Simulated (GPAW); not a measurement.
# Screening of a field by B/Cu(111)

Aim: the dipole that a field along the normal induces in B/Cu(111).

Main program and level: GPAW 26.7.0; GPAW, PAW setups; slab in vacuum, relaxation, in the first sound run; inputs show where later runs differ.

This is a report of a sequence of runs, with most program output left out.

### 1. The starting structure

The cell holds 5 atoms: 4 Cu and 1 B. Its edges and angles: a = 2.553 Å, b = 2.553 Å, c = 25.832 Å, α = 90.0°, β = 90.0°, γ = 60.0°. Vacuum lies along c.

### 2. Relaxing the atoms

Forces are removed first; all later runs use this geometry. The lowest 2 atoms are held at bulk positions and keep their forces.

run.py reads:

```python
import json
import numpy as np
from ase import Atoms
from ase.constraints import FixAtoms
from ase.optimize import BFGS
from gpaw import GPAW, PW

slab = Atoms(
    ['Cu', 'Cu', 'Cu', 'Cu', 'B'],
    positions=[
        [0.00000, 0.00000, 9.00000],
        [1.27633, 0.73689, 11.08423],
        [2.55266, 1.47378, 13.16847],
        [0.00000, 0.00000, 15.25270],
        [2.55266, 1.47378, 16.83181]],
    cell=[[2.55266, 0.0, 0.0], [1.27633, 2.21066, 0.0], [0.0, 0.0, 25.83181]],
    pbc=[True, True, False])

slab.calc = GPAW(mode=PW(500), xc='PBE', kpts={'size': (14, 14, 1), 'gamma': True},
                 occupations={'name': 'fermi-dirac', 'width': 0.1}, nbands='200%',
                 convergence={'density': 1e-05}, maxiter=200,
                 poissonsolver={'dipolelayer': 'xy'},
                 symmetry={'tolerance': 1e-3, 'extra_ids': [1, 1, 0, 0, 0]}, txt='slab.txt')
result = {}
slab.set_constraint(FixAtoms([0, 1]))
path = []
opt = BFGS(slab, maxstep=0.2)
opt.attach(lambda: path.append((slab.get_potential_energy(), slab.positions.tolist(), slab.get_forces().tolist())))
result['relaxed'] = bool(opt.run(fmax=0.03, steps=40))
result['path'] = path
energy = slab.get_potential_energy()
fermi = slab.calc.get_fermi_level()
v = slab.calc.get_electrostatic_potential().mean((0, 1)) - fermi
n = slab.calc.get_pseudo_density().mean((0, 1))
L = slab.cell[2, 2]
z = np.arange(len(v)) * L / len(v)
low, high = slab.positions[:, 2].min(), slab.positions[:, 2].max()
below, above = np.interp([low - 6.8, high + 6.8], z, v)
slopes = [np.interp(x, z, np.gradient(v, z)) for x in (low - 6.8, high + 6.8)]
eps = np.array([[slab.calc.get_eigenvalues(k, s) for k in range(len(slab.calc.get_ibz_k_points()))]
                for s in range(slab.calc.get_number_of_spins())]) - fermi
top, bottom = eps[eps < 0].max(), eps[eps > 0].min()
dipole = slab.get_dipole_moment()[2]
print(f'energy {energy:.4f} eV, Fermi level {fermi:.4f} eV, dipole {dipole:.5f} e A')
print(f'potential 6.8 A off the faces, from the Fermi level: lower {below:.4f} eV, upper {above:.4f} eV')
print(f'slope of the potential there: lower {slopes[0]:.5f}, upper {slopes[1]:.5f} eV/A')
print(f'nearest levels on the mesh: {top:.4f} and {bottom:.4f} eV')
print('magnetic moment', round(slab.get_magnetic_moment(), 3))
result.update(energy=energy, fermi=fermi, dipole=dipole, below=below, above=above, slopes=slopes, edges=[top, bottom],
              z=z.tolist(), v=v.tolist(), n=n.tolist(), positions=slab.positions.tolist(),
              forces=slab.get_forces(apply_constraint=False).tolist(), moments=slab.get_magnetic_moments().tolist())
json.dump(result, open('result.json', 'w'))
```

Command:

```sh
$ OMP_NUM_THREADS=1 OPENBLAS_NUM_THREADS=1 python run.py
```

The job ended after 12 min (1 thread of AMD EPYC 9R14 (Zen 4), shared host; peak memory 0.26 GiB).

Relaxation path:

| step | energy less that of the first step (eV) | largest force (eV/Å) |
| --- | --- | --- |
| 1 | 0.0000 | 0.2990 |
| 2 | -0.0019 | 0.2527 |
| 3 | -0.0065 | 0.1121 |
| 4 | -0.0067 | 0.1132 |
| 5 | -0.0078 | 0.1110 |
| 6 | -0.0088 | 0.1463 |
| 7 | -0.0099 | 0.1493 |
| 8 | -0.0105 | 0.1150 |
| 9 | -0.0110 | 0.0891 |
| 10 | -0.0114 | 0.0962 |
| 11 | -0.0119 | 0.0738 |
| 12 | -0.0120 | 0.0302 |
| 13 | -0.0121 | 0.0095 |

The atoms that moved most (Å):

| atom | dx | dy | dz | length |
| --- | --- | --- | --- | --- |
| Cu4 | 0.000 | 0.000 | 0.101 | 0.101 |
| B5 | 0.000 | 0.000 | 0.098 | 0.098 |
| Cu3 | 0.000 | 0.000 | 0.019 | 0.019 |

Final coordinates:

```
Cu B
1.0
     2.55266    0.00000    0.00000
     1.27633    2.21066    0.00000
     0.00000    0.00000   25.83181
Cu B
4 1
Direct
  0.00000 0.00000 0.34841
  0.33333 0.33333 0.42909
  0.66667 0.66667 0.51053
  0.00000 0.00000 0.59439
  0.66667 0.66667 0.65538
```

Numbers from this step:

| Item | Value |
| --- | --- |
| dipole along the normal | -0.02196 e·Å |
| levels nearest the Fermi level on the mesh | -0.06532, 0.09031 eV from the Fermi level |
| upper work function | 5.505 eV |
| lower work function | 4.785 eV |

Table of electrostatic potential energy of an electron (without an applied field's), less the Fermi level, planar mean by z:

z (Å), electrostatic potential energy of an electron (without an applied field's), less the Fermi level, planar mean (eV) and a bar from the least value:
```
      0.0        5.1 ##############################
      0.5        4.8 #############################
      1.0        4.8 #############################
      1.5        4.8 #############################
      2.0        4.8 #############################
      2.5        4.8 #############################
      3.0        4.8 #############################
      3.5        4.8 #############################
      4.0        4.8 #############################
      4.5        4.8 #############################
      5.0        4.8 #############################
      5.5        4.8 #############################
      6.0        4.8 #############################
      6.5        4.7 #############################
      7.0        4.5 #############################
      7.5        3.9 ############################
      8.0        1.5 #########################
      8.5       -7.1 ###############
      9.0      -19.0 
      9.5       -7.2 ##############
     10.0       -0.1 #######################
     10.5       -5.2 #################
     11.0      -18.6 
     11.5       -9.8 ###########
     12.0       -0.3 #######################
     12.5       -3.0 ####################
     13.0      -16.5 ###
     13.5      -13.0 #######
     14.0       -1.2 ######################
     14.5       -1.0 ######################
     15.0      -12.3 ########
     15.5      -18.3 #
     16.0       -5.3 #################
     16.5       -6.4 ###############
     17.0      -14.6 #####
     17.5       -1.9 #####################
     18.0        3.5 ############################
     18.5        5.0 #############################
     19.0        5.4 ##############################
     19.5        5.5 ##############################
     20.0        5.5 ##############################
     20.5        5.5 ##############################
     21.0        5.5 ##############################
     21.5        5.5 ##############################
     22.0        5.5 ##############################
     22.5        5.5 ##############################
     23.0        5.5 ##############################
     23.5        5.5 ##############################
     24.0        5.5 ##############################
     24.5        5.5 ##############################
     25.0        5.5 ##############################
     25.5        5.4 ##############################
```

The pseudo valence density, planar mean oscillates, so the rows of the table below give means over windows of 2.1 Å about each position, cut where the curve ends. Its maxima inside the range that stand out by 2 % of the span (Å: e/Å³): 9.0: 2.43, 11.1: 2.43, 13.2: 2.43, 15.3: 2.39. Its minima: 10.1: 0.248, 12.1: 0.242, 14.4: 0.224.

Table of pseudo valence density, planar mean by z; means over each step:

z (Å), pseudo valence density, planar mean (e/Å³) and a bar:
```
     3.15       0.00 
     5.25       0.00 
     7.35       0.07 ##
     9.45       0.93 #############################
    11.55       0.93 #############################
    13.65       0.92 ############################
    15.75       0.97 ##############################
    17.85       0.15 #####
    19.95       0.00 
    22.05       0.00
```

The relaxation lowered the energy of the cell by 0.0121 eV (energies extrapolated to zero smearing; the optimiser's log prints free energies). The largest force left on a free atom is 0.0095 eV/Å.

### 3. The slab's potential

With the geometry fixed, the planar mean of the potential gives the vacuum level on each side.

This step: GPAW, PAW setups; slab in vacuum (GPAW 26.7.0).

run.py, as its differences from that of step 2:

```diff
@@ -3,4 +3,2 @@
 from ase import Atoms
-from ase.constraints import FixAtoms
-from ase.optimize import BFGS
 from gpaw import GPAW, PW
@@ -12,5 +10,5 @@
         [1.27633, 0.73689, 11.08423],
-        [2.55266, 1.47378, 13.16847],
-        [0.00000, 0.00000, 15.25270],
-        [2.55266, 1.47378, 16.83181]],
+        [2.55266, 1.47378, 13.18782],
+        [0.00000, 0.00000, 15.35404],
+        [2.55266, 1.47378, 16.92958]],
     cell=[[2.55266, 0.0, 0.0], [1.27633, 2.21066, 0.0], [0.0, 0.0, 25.83181]],
@@ -22,10 +20,4 @@
                  poissonsolver={'dipolelayer': 'xy'},
-                 symmetry={'tolerance': 1e-3, 'extra_ids': [1, 1, 0, 0, 0]}, txt='slab.txt')
+                 symmetry={'tolerance': 1e-3}, txt='slab.txt')
 result = {}
-slab.set_constraint(FixAtoms([0, 1]))
-path = []
-opt = BFGS(slab, maxstep=0.2)
-opt.attach(lambda: path.append((slab.get_potential_energy(), slab.positions.tolist(), slab.get_forces().tolist())))
-result['relaxed'] = bool(opt.run(fmax=0.03, steps=40))
-result['path'] = path
 energy = slab.get_potential_energy()
```

The job ended after 2.3 min (1 thread; peak memory 0.26 GiB).

Numbers from this step:

| Item | Value |
| --- | --- |
| dipole along the normal | -0.02186 e·Å |
| levels nearest the Fermi level on the mesh | -0.06529, 0.09032 eV from the Fermi level |

The electrostatic potential energy of an electron (without an applied field's), less the Fermi level, planar mean oscillates, so the rows of the table below give means over windows of 2.1 Å about each position, cut where the curve ends. Its maxima inside the range that stand out by 2 % of the span (Å: eV): 10.0: -0.0418, 12.2: 0.101, 14.3: 0.268, 16.3: -3.64. Its minima: 9.0: -19.0, 11.1: -19.1, 13.2: -19.1, 15.4: -19.7, 16.9: -15.3.

The electrostatic potential energy of an electron (without an applied field's), less the Fermi level, planar mean by z; means over each step:

z (Å), electrostatic potential energy of an electron (without an applied field's), less the Fermi level, planar mean (eV) and a bar from the least value:
```
     1.05        4.8 #############################
     3.15        4.8 #############################
     5.25        4.8 #############################
     7.35        3.1 #########################
     9.45       -8.0 #####
    11.55       -8.0 #####
    13.65       -7.9 #####
    15.75      -10.5 
    17.85       -1.0 ##################
    19.95        5.5 ##############################
    22.05        5.5 ##############################
    24.15        5.5 ##############################
```

Pseudo valence density, planar mean against z:

| z (Å) | pseudo valence density, planar mean (e/Å³) |
| --- | --- |
| 5.5 | 2.1e-4 |
| 6.0 | 7.4e-4 |
| 6.5 | 0.00255 |
| 7.0 | 0.00937 |
| 7.5 | 0.0335 |
| 8.0 | 0.126 |
| 8.5 | 0.648 |
| 9.0 | 2.41 |
| 9.5 | 0.674 |
| 10.0 | 0.249 |
| 10.5 | 0.480 |
| 11.0 | 2.18 |
| 11.5 | 0.868 |
| 12.0 | 0.259 |
| 12.5 | 0.380 |
| 13.0 | 1.89 |
| 13.5 | 1.31 |
| 14.0 | 0.284 |
| 14.5 | 0.266 |
| 15.0 | 1.12 |
| 15.5 | 2.09 |
| 16.0 | 0.509 |
| 16.5 | 0.378 |
| 17.0 | 0.318 |
| 17.5 | 0.227 |
| 18.0 | 0.0802 |
| 18.5 | 0.0219 |
| 19.0 | 0.00536 |
| 19.5 | 0.00128 |
| 20.0 | 3.2e-4 |
| 20.5 | 7.4e-5 |

Force by atom:

| atom | x (eV/Å) | y (eV/Å) | z (eV/Å) | size |
| --- | --- | --- | --- | --- |
| Cu1 | 0.0000 | 0.0000 | -0.0567 | 0.0567 |
| Cu2 | 0.0000 | 0.0000 | 0.0640 | 0.0640 |
| Cu3 | 0.0000 | 0.0000 | -0.0095 | 0.0095 |
| Cu4 | 0.0000 | 0.0000 | 0.0038 | 0.0038 |
| B5 | 0.0000 | 0.0000 | 0.0003 | 0.0003 |

The potential is flat to 9.3e-5 eV/Å where it is read, so the vacuum is wide enough.

### 4. In a field

A uniform field along the normal polarises the slab; the atoms stay fixed, so this is the electronic response alone.

run.py, as its differences from that of step 3:

```diff
@@ -4,2 +4,3 @@
 from gpaw import GPAW, PW
+from gpaw.external import ConstantElectricField
 
@@ -20,2 +21,3 @@
                  poissonsolver={'dipolelayer': 'xy'},
+                 external=ConstantElectricField(-0.2, [0, 0, 1]),
                  symmetry={'tolerance': 1e-3}, txt='slab.txt')
```

It took 11 min on 1 thread; peak memory 0.6 GiB.

This step gave:

```yaml
dipole_along_the_normal: -0.08976 e·Å
levels_nearest_the_fermi_level_on_the_mesh: -0.06606, 0.08920 eV from the Fermi level
potential_below_the_slab_the_applied_field_s_own_ramp_left_out: 3.689 eV from the Fermi level
potential_above_the_slab_the_applied_field_s_own_ramp_left_out: 6.567 eV from the Fermi level
```

The electrostatic potential energy of an electron (without an applied field's), less the Fermi level, planar mean oscillates, so the rows of the table below give means over windows of 2.1 Å about each position, cut where the curve ends. Its maxima inside the range that stand out by 2 % of the span (Å: eV): 10.0: -0.616, 12.2: -0.0529, 14.3: 0.536, 16.3: -2.97, 22.2: 6.57. Its minima: 9.0: -19.8, 11.1: -19.5, 13.2: -19.0, 15.3: -19.2, 16.9: -14.5.

Electrostatic potential energy of an electron (without an applied field's), less the Fermi level, planar mean against z; means over each step:

| z (Å) | electrostatic potential energy of an electron (without an applied field's), less the Fermi level, planar mean (eV) |
| --- | --- |
| 1.05 | 3.82 |
| 3.15 | 3.69 |
| 5.25 | 3.68 |
| 7.35 | 2.04 |
| 9.45 | -8.70 |
| 11.55 | -8.30 |
| 13.65 | -7.72 |
| 15.75 | -9.96 |
| 17.85 | -0.0229 |
| 19.95 | 6.54 |
| 22.05 | 6.57 |
| 24.15 | 6.57 |

Force by atom:

| atom | x (eV/Å) | y (eV/Å) | z (eV/Å) | size |
| --- | --- | --- | --- | --- |
| Cu1 | 0.0000 | 0.0000 | -0.0547 | 0.0547 |
| Cu2 | 0.0000 | 0.0000 | 0.0616 | 0.0616 |
| Cu3 | 0.0000 | 0.0000 | -0.0093 | 0.0093 |
| Cu4 | 0.0000 | 0.0000 | 0.0015 | 0.0015 |
| B5 | 0.0000 | 0.0000 | 0.0038 | 0.0038 |

The dipole is now -0.0898 e Å, against -0.022 in the run without a field.

### 5. In a field

run.py, as its differences from that of step 4:

```diff
@@ -21,3 +21,3 @@
                  poissonsolver={'dipolelayer': 'xy'},
-                 external=ConstantElectricField(-0.2, [0, 0, 1]),
+                 external=ConstantElectricField(-0.1, [0, 0, 1]),
                  symmetry={'tolerance': 1e-3}, txt='slab.txt')
```

Run time: 10 min. Hardware: 1 thread; peak memory 0.6 GiB.

Numbers from this step:

```
dipole along the normal                                         : -0.05612 e·Å
levels nearest the Fermi level on the mesh                      : -0.06559, 0.08984 eV from the Fermi level
potential below the slab, the applied field's own ramp left out : 4.235 eV from the Fermi level
potential above the slab, the applied field's own ramp left out : 6.035 eV from the Fermi level
```

The electrostatic potential energy of an electron (without an applied field's), less the Fermi level, planar mean oscillates, so the rows of the table below give means over windows of 2.1 Å about each position, cut where the curve ends. Its maxima inside the range that stand out by 2 % of the span (Å: eV): 10.0: -0.329, 12.2: 0.0239, 14.3: 0.402, 16.3: -3.31, 22.2: 6.03. Its minima: 9.0: -19.4, 11.1: -19.3, 13.2: -19.1, 15.3: -19.5, 16.9: -14.9.

Table of electrostatic potential energy of an electron (without an applied field's), less the Fermi level, planar mean by z; means over each step:

| z (Å) | electrostatic potential energy of an electron (without an applied field's), less the Fermi level, planar mean (eV) |
| --- | --- |
| 1.05 | 4.32 |
| 3.15 | 4.24 |
| 5.25 | 4.23 |
| 7.35 | 2.56 |
| 9.45 | -8.36 |
| 11.55 | -8.16 |
| 13.65 | -7.80 |
| 15.75 | -10.2 |
| 17.85 | -0.499 |
| 19.95 | 6.01 |
| 22.05 | 6.03 |
| 24.15 | 6.03 |

Force by atom:

| atom | x (eV/Å) | y (eV/Å) | z (eV/Å) | size |
| --- | --- | --- | --- | --- |
| Cu1 | 0.0000 | 0.0000 | -0.0553 | 0.0553 |
| Cu2 | 0.0000 | 0.0000 | 0.0629 | 0.0629 |
| Cu3 | 0.0000 | 0.0000 | -0.0093 | 0.0093 |
| Cu4 | 0.0000 | 0.0000 | 0.0029 | 0.0029 |
| B5 | 0.0000 | 0.0000 | 0.0024 | 0.0024 |

The dipole is now -0.0561 e Å, against -0.022 in the run without a field.

### 6. In a field

run.py, as its differences from that of step 5:

```diff
@@ -21,3 +21,3 @@
                  poissonsolver={'dipolelayer': 'xy'},
-                 external=ConstantElectricField(-0.1, [0, 0, 1]),
+                 external=ConstantElectricField(-0.05, [0, 0, 1]),
                  symmetry={'tolerance': 1e-3}, txt='slab.txt')
```

It took 8 min on 1 thread; peak memory 0.6 GiB.

### 7. Field on

run.py, as its differences from that of step 6:

```diff
@@ -21,3 +21,3 @@
                  poissonsolver={'dipolelayer': 'xy'},
-                 external=ConstantElectricField(-0.05, [0, 0, 1]),
+                 external=ConstantElectricField(0.05, [0, 0, 1]),
                  symmetry={'tolerance': 1e-3}, txt='slab.txt')
```

Run time: 8.9 min. Hardware: 1 thread; peak memory 0.59 GiB.

### 8. In a field

run.py, as its differences from that of step 7:

```diff
@@ -21,3 +21,3 @@
                  poissonsolver={'dipolelayer': 'xy'},
-                 external=ConstantElectricField(0.05, [0, 0, 1]),
+                 external=ConstantElectricField(0.1, [0, 0, 1]),
                  symmetry={'tolerance': 1e-3}, txt='slab.txt')
```

Elapsed: 6.5 min, on 1 thread; peak memory 0.6 GiB.

The dipole is now 0.0112 e Å, against -0.022 in the run without a field.

[end of part 1 of 2]

[Logs are printed without paths, hosts, clocks, repeated set-up lines and the standing remarks that a program may print on its own settings, such as how far it seeks lower states.]

[Hosts, paths, dates, database ids (printed as entryN), source tags and the programs' standing remarks are cut or masked in the printed files.]
